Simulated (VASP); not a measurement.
Wanted: the native input for a VASP 6.6.1 run.

| Property | Result |
| --- | --- |
| Task | relaxation of cell and atoms |
| Functional | PBE |
| Potentials or basis | VASP PAW PBE potentials, release 64 (Zn, H) |
| Cutoff | 600 eV |
| k mesh | 10 × 10 × 10 |
| Occupations | gaussian, width 0.05 eV |
| Spin | no spin polarisation |
| Further INCAR settings | ALGO = Fast; EDIFF = 1e-06; IBRION = 2; EDIFFG = -0.005; NSW = 60; ISIF = 3 |

The structure of ZnH lies in POSCAR:

```
ZnH
1.0
    2.7042700000      0.0000000000      0.0000000000
    0.0000000000      2.7042700000      0.0000000000
    0.0000000000      0.0000000000      2.7042700000
Zn H
1 1
Direct
    0.5000000000      0.5000000000      0.5000000000
    0.0000000000      0.0000000000      0.0000000000
```

The cell was built by a generator and needn't be a form met in nature.

One way to write it, as run:

INCAR

```
SYSTEM = ZnH
ALGO     = Fast           ! electronic algorithm
EDIFF    = 1E-6           ! SCF threshold, eV
EDIFFG   = -0.005         ! ionic threshold
ENCUT    = 600            ! plane-wave cutoff, eV
GGA      = PE             ! functional
IBRION   = 2              ! ionic algorithm
ISIF     = 3              ! what is computed and relaxed
ISMEAR   = 0              ! smearing method
LASPH    = .TRUE.         ! aspherical terms in the spheres
LCHARG   = .FALSE.        ! write CHGCAR
LREAL    = .FALSE.        ! projectors in reciprocal space
LWAVE    = .FALSE.        ! write WAVECAR
NELM     = 100            ! most SCF steps
NSW      = 60             ! ionic steps
PREC     = Accurate       ! precision mode
SIGMA    = 0.05           ! smearing width, eV
```

KPOINTS

```
k-points
0
G
  10 10 10
  0 0 0
```

Potentials or basis: VASP PAW PBE potentials, release 64 (Zn, H).

Launch:

```console
$ cat potpaw_PBE.64/Zn/POTCAR potpaw_PBE.64/H/POTCAR > POTCAR
$ mpirun -np 1 vasp_std > vasp.out
```

Results of the run:

The relaxed volume is 9.91 Å³/atom, the relaxed cell is a = 2.706 Å, b = 2.706 Å, c = 2.706 Å, α = 90.00°, β = 90.00°, γ = 90.00° and the space group after relaxing (to 0.05 Å) is Pm-3m (No. 221). The energy gained by relaxing is 0.0 meV/atom and the ionic steps are 7. The pressure after relaxing is 0.0 GPa and the band gap on the k mesh is none (metal or under the smearing width).

Run time: 20 s on 1 thread of Intel(R) Xeon(R) Platinum 8488C (Sapphire Rapids), with other jobs on the host, peak memory 0.15 GiB.
